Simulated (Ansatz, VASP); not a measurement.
# TaAs: VASP beside Ansatz

Contents of INCAR:

```
SYSTEM = TaAs
PREC = Accurate
ENCUT = 520
EDIFF = 1E-6
ISMEAR = 0
SIGMA = 0.1
LREAL = .False.
LASPH = .True.
NELM = 80
ALGO = Normal
ISIF = 2
LWAVE = .False.
LCHARG = .False.
GGA = PS
NBANDS = 15
```

KPOINTS

```
Automatic mesh
0
Gamma
  14 14 14
  0 0 0
```

The input POSCAR:

```
TaAs
1.0
    0.0000000000      2.4853288290      2.4853288290
    2.4853288290      0.0000000000      2.4853288290
    2.4853288290      2.4853288290      0.0000000000
Ta As
1 1
Direct
    0.5000000000      0.5000000000      0.5000000000
    0.0000000000      0.0000000000      0.0000000000
```

Input for Ansatz:

```yaml
crystal:
  lattice:
    - [0.0, 2.485328829, 2.485328829]
    - [2.485328829, 0.0, 2.485328829]
    - [2.485328829, 2.485328829, 0.0]
  atoms:
    - { symbol: Ta, position: [0.5, 0.5, 0.5] }
    - { symbol: As, position: [0.0, 0.0, 0.0] }
basis:
  ecutwfc: 420
kpoints:
  mp_grid: { grid: [14, 14, 14] }
hamiltonian:
  xc: pbesol
scf:
  occupations: { method: gaussian, width: 0.1 }
output:
  forces: true
  stress: true
  eigenvalues: true
```

Alike in both runs: task single point; functional PBEsol; k mesh 14 × 14 × 14; occupations gaussian, width 0.1 eV; no spin polarisation.

```csv
,VASP,Ansatz
version,VASP 6.6.1,Ansatz 0.2.0
potentials or method,"VASP PAW PBE potentials, release 64 (Ta_pv, As)","scalar-relativistic, plane waves, PAW"
plane-wave cutoff (eV),520,420
valence electrons in the cell,16,28
```

|  | VASP | Ansatz | Ansatz less VASP |
| --- | --- | --- | --- |
| gap on the k mesh at the Fermi level (eV) | none | none | - |
| pressure (GPa) | 32.9 | 31.6 | -1.29 |

A gap of «none» marks a metal or a gap that the smearing closes. The functional is the same, so the differences come from potentials, cutoffs and numerics. The two sets of potentials don't hold the same shells in valence.

Caveats: so large a pressure means that the cell lies far from this level's equilibrium, or that cutoff or potentials fall short (VASP); the potentials were made for another functional, which shifts forces and pressure (VASP). Spin-orbit coupling is left out, which matters for the levels of Ta.
